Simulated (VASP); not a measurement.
# MgI2 (P-3m1) in VASP: notebook

One crystal, MgI2, is run at these levels: PBEsol; tasks: single point.

All numbers are computed with VASP 6.6.1; they aren't measurements. Logs are shortened: lines on timing, memory, paths and dates and some standing lists are left out, and cuts for length are marked.

## Step 1: The crystal as given

It takes space group P-3m1 (No. 164, trigonal). Conventional cell: a = 4.140 Å, b = 4.140 Å, c = 6.880 Å, α = 90.00°, β = 90.00°, γ = 120.00°. I (site symmetry 3m) has 3 Mg at 2.94 Å as nearest neighbours. Around Mg (site symmetry -3m) lie 6 I at 2.94 Å.

## Step 2: Single point, PBEsol

Input file INCAR:

```
SYSTEM = MgI2
PREC = Accurate
ENCUT = 450
EDIFF = 1E-4
ISMEAR = 0
SIGMA = 0.05
LREAL = .FALSE.
LASPH = .TRUE.
NELM = 100
ALGO = Normal
ISIF = 2
LWAVE = .FALSE.
LCHARG = .FALSE.
GGA = PS
NBANDS = 15
ADDGRID = .FALSE.
```

Input file KPOINTS:

```
regular mesh
0
G
  7 7 4
  0 0 0
```

Input file POSCAR:

```
MgI2
1.0
    4.1400000000      0.0000000000      0.0000000000
   -2.0700000000      3.5853451717      0.0000000000
    0.0000000000      0.0000000000      6.8800000000
I Mg
2 1
Direct
    0.6666666667      0.3333333333      0.7500000000
    0.3333333333      0.6666666667      0.2500000000
    0.0000000000      0.0000000000      0.0000000000
```

Potentials or basis: VASP PAW PBE potentials, release 64 (I, Mg).

The run is started by

```console
$ cat potpaw_PBE.64/I/POTCAR potpaw_PBE.64/Mg/POTCAR > POTCAR
$ mpirun -np 1 vasp_std > vasp.out
```

OUTCAR:

```text
SYSTEM = MgI2
   PREC = Accurate
   ENCUT = 450
   EDIFF = 1E-4
   ISMEAR = 0
   LREAL = .FALSE.
   LASPH = .TRUE.
   NELM = 100
   ISIF = 2
   GGA = PS

 Found     28 irreducible k-points:

 Following reciprocal coordinates:
            Coordinates               Weight
  0.000000  0.000000  0.000000      1.000000
  0.142857 -0.000000  0.000000      6.000000
  0.285714 -0.000000  0.000000      6.000000
  0.428571  0.000000  0.000000      6.000000
  0.142857  0.142857  0.000000      6.000000
  0.285714  0.142857  0.000000     12.000000
   k-points           NKPTS =     28   k-points in BZ     NKDIM =     28   number of bands    NBANDS=     15
   number of dos      NEDOS =    301   number of ions     NIONS =      3
   total plane-waves  NPLWV =  43200
   dimension x,y,z NGX =    30 NGY =   30 NGZ =   48
   dimension x,y,z NGXF=    60 NGYF=   60 NGZF=   96
   ions per type =               2   1
   NGX,Y,Z   is equivalent  to a cutoff of  12.05, 12.05, 11.60 a.u.
   NGXF,Y,Z  is equivalent  to a cutoff of  24.09, 24.09, 23.20 a.u.
 SYSTEM =  MgI2
   PREC   = accura    normal or accurate (medium, high low for compatibility)
   ISTART =      0    job   : 0-new  1-cont  2-samecut
   ICHARG =      2    charge: 1-file 2-atom 10-const
   ISPIN  =      1    spin polarized calculation?
   LNONCOLLINEAR =      F non collinear calculations
   LSORBIT =      F    spin-orbit coupling
   LASPH  =      T    aspherical Exc in radial PAW
   ENCUT  =  450.0 eV  33.07 Ry    5.75 a.u.   7.16  7.16 11.90*2*pi/ulx,y,z
   NELM   =    100;   NELMIN=  2; NELMDL= -5     # of ELM steps
   EDIFF  = 0.1E-03   stopping-criterion for ELM
   LREAL  =      F    real-space projection
   EDIFFG = 0.1E-02   stopping-criterion for IOM
   NSW    =      0    number of steps for IOM
   IBRION =     -1    ionic relax: 0-MD 1-quasi-New 2-CG
   NFREE  =      0    steps in history (QN), initial steepest desc. (CG)
   ISIF   =      2    stress and relaxation
   ISYM   =      2    0-nonsym 1-usesym 2-fastsym
   POTIM  = 0.5000    time-step for ionic-motion
   TEBEG  =    0.0;   TEEND  =   0.0 temperature during run
   PSTRESS=    0.0 pullay stress
   NELECT =      16.0000    total number of electrons
   NUPDOWN=      -1.0000    fix difference up-down
   EMIN   =  10.00;   EMAX   =-10.00  energy-range for DOS
   EFERMI =   0.00;   METHOD = LEGACY
   ISMEAR =     0;   SIGMA  =   0.05  broadening in eV -4-tet -1-fermi 0-gaus
   EFERMI_NEDOS =   21; number of points for ismear=-14 and -15
   IALGO  =     38    algorithm
   IMIX   =      4    mixing-type and parameters
     AMIX     =   0.40;   BMIX     =  1.00
     AMIX_MAG =   1.60;   BMIX_MAG =  1.00
  volume/ion in A,a.u.               =      34.04       229.72
  Fermi-wavevector in a.u.,A,eV,Ry     =   0.882555  1.667786 10.597613  0.778903
  Thomas-Fermi vector in A             =   2.003202
   LORBIT       =      0    0 simple, 1 ext, 2 COOP (PROOUT), +10 PAW based schemes
   GGA     = PS    functional components
   LHFCALC =     F    Hartree Fock is set to
   AEXX    =    0.0000 exact exchange contribution
   IVDW    =     0    specifies the selected vdW correction
   LEPSILON=     F    determine dielectric tensor
   LRPA    =     F    only Hartree local field effects (RPA)
 non-spin polarized calculation
 Gauss-broadening in eV      SIGMA  =   0.05
  energy-cutoff  :      450.00
  volume of cell :      102.12
 maximum number of plane-waves:      2237
 NGX is ok and might be reduce to    30
   NGX = 15   NGY = 15   NGZ = 23

 number of electron      16.0000004 magnetization

 Free energy of the ion-electron system (eV)
  ---------------------------------------------------
  ext. energy  EPLUGINS =         0.00000000
  ---------------------------------------------------
  free energy    TOTEN  =        -8.40364584 eV

  energy without entropy =       -8.40364584  energy(sigma->0) =       -8.40364584

 E-fermi :   2.5341     XC(G=0):  -8.4217

 val. band max:        2.2601413393   @ k =   0.0000   0.0000   0.0000
 cond. band min:       5.6870430148   @ k =   0.0000   0.4286   0.2500
 fundamental gap:      3.4269016755
 Fermi energy:         2.5341179538

 k-point     1 :       0.0000    0.0000    0.0000
  band No.  band energies     occupation
      1      -9.8112      2.00000
      2      -9.1303      2.00000
      3      -1.3690      2.00000
      4       1.8907      2.00000
      5       1.8907      2.00000
      6       2.2392      2.00000
      7       2.2601      2.00000
      8       2.2601      2.00000
      9       5.7702      0.00000
     10       6.9856      0.00000
     11       9.0037      0.00000
     12       9.0037      0.00000
     13       9.5982      0.00000
     14      10.4401      0.00000
     15      10.4401      0.00000

 k-point     2 :       0.1429   -0.0000    0.0000
  band No.  band energies     occupation
      1      -9.7056      2.00000
      2      -9.0732      2.00000
      3      -1.2125      2.00000
      4       1.0963      2.00000
      5       1.5409      2.00000
      6       1.6477      2.00000
      7       2.1674      2.00000
      8       2.2163      2.00000
      9       6.5295      0.00000
     10       7.6120      0.00000
     11       8.3312      0.00000
     12       9.2627      0.00000
     13       9.5301      0.00000
     14      10.1796      0.00000
     15      10.7495      0.00000

 k-point     3 :       0.2857   -0.0000    0.0000
  band No.  band energies     occupation
      1      -9.4355      2.00000
      2      -8.9525      2.00000
      3      -0.8721      2.00000
      4      -0.1304      2.00000
      5       0.4755      2.00000
      6       1.2470      2.00000
      7       1.8935      2.00000
      8       2.0333      2.00000
      9       6.5275      0.00000
     10       7.5702      0.00000
     11       8.2251      0.00000
     12       9.3053      0.00000
     13       9.4193      0.00000
     14      10.5740      0.00000
     15      11.1184      0.00000

 k-point     4 :       0.4286    0.0000    0.0000
  band No.  band energies     occupation
      1      -9.1530      2.00000
      2      -8.8913      2.00000
      3      -1.2004      2.00000
      4      -0.4646      2.00000
      5       0.2059      2.00000
      6       0.9898      2.00000
      7       1.4141      2.00000
      8       1.8717      2.00000
      9       5.9418      0.00000
     10       7.4625      0.00000
     11       7.6199      0.00000
     12       9.0976      0.00000
     13       9.8908      0.00000
     14      11.2601      0.00000
     15      12.0547      0.00000

 k-point     5 :       0.1429    0.1429    0.0000
  band No.  band energies     occupation
      1      -9.5169      2.00000
      2      -8.9837      2.00000
      3      -0.9460      2.00000
      4       0.4303      2.00000
      5       0.4349      2.00000
      6       1.4823      2.00000
      7       1.8000      2.00000
      8       2.0268      2.00000
      9       6.9944      0.00000
     10       7.9626      0.00000
     11       8.5396      0.00000
     12       9.0973      0.00000
     13       9.2463      0.00000
     14       9.3031      0.00000
     15      11.3804      0.00000

 k-point     6 :       0.2857    0.1429    0.0000
  band No.  band energies     occupation
      1      -9.2320      2.00000
      2      -8.8928      2.00000
      3      -0.9103      2.00000
      4      -0.2788      2.00000
      5       0.1167      2.00000
      6       0.8505      2.00000
      7       1.4306      2.00000
      8       1.6584      2.00000
      9       6.4270      0.00000
     10       8.1950      0.00000
     11       8.2784      0.00000
     12       9.0266      0.00000
     13       9.6873      0.00000
     14      10.2472      0.00000
     15      11.3738      0.00000

 [... further k-points ...]

------------------------ aborting loop because EDIFF is reached ----------------------------------------

  FORCE on cell =-STRESS in cart. coord.  units (eV):
  Direction    XX          YY          ZZ          XY          YZ          ZX
  --------------------------------------------------------------------------------------
  -------------------------------------------------------------------------------------
  Total       -0.4099952     -0.4099952     -0.6900267      0.0000000     -0.0000000      0.0000000
  in kB       -6.4323490     -6.4323490    -10.8257181      0.0000000     -0.0000000      0.0000000
  external PRESSURE =      -7.8968054 kB  Pullay stress =       0.0000000 kB

 VOLUME and BASIS-vectors are now :
 -----------------------------------------------------------------------------
  energy-cutoff  :      450.00
  volume of cell :      102.12
      direct lattice vectors                 reciprocal lattice vectors
     4.140000000  0.000000000  0.000000000     0.241545894  0.139456587  0.000000000
    -2.070000000  3.585345172  0.000000000     0.000000000  0.278913174  0.000000000
     0.000000000  0.000000000  6.880000000     0.000000000  0.000000000  0.145348837

 POSITION                                       TOTAL-FORCE (eV/Angst)
 -----------------------------------------------------------------------------------
      2.07000      1.19512      5.16000        -0.000000     -0.000000      0.298159
     -0.00000      2.39023      1.72000         0.000000      0.000000     -0.298159
      0.00000      0.00000      0.00000        -0.000000      0.000000      0.000000
 -----------------------------------------------------------------------------------
    total drift:                               -0.000000      0.000000     -0.000000

  FREE ENERGIE OF THE ION-ELECTRON SYSTEM (eV)
  ---------------------------------------------------
  free  energy   TOTEN  =        -8.4036458368 eV

  energy  without entropy=       -8.4036458368  energy(sigma->0) =       -8.40364584
```

Run time: 14 s. Hardware: 1 thread of Intel Xeon Platinum 8488C (Sapphire Rapids), shared host; peak memory 0.2 GiB.

These settings aren't checked as converged: the numbers below hold their error.

What came out:

```
Free energy            : -8.4036 eV
Pressure               : -0.8 GPa
Largest force          : 0.298 eV/Å
Band gap on the k mesh : 3.43 eV, indirect (least direct gap 3.51 eV)
```

Caveat: the PAW data sets were made with another functional, which shifts forces and pressure a little; spin-orbit coupling is left out, which moves the levels of the heavy elements; an odd mesh through Γ misses points on the zone boundary, where band edges often lie; the cell's inner coordinates are idealised or old, which leaves forces on the atoms; this functional lacks dispersion, which binds the layers, so the pressure and a relaxed spacing across them are unreliable.

[end of part 1 of 2]
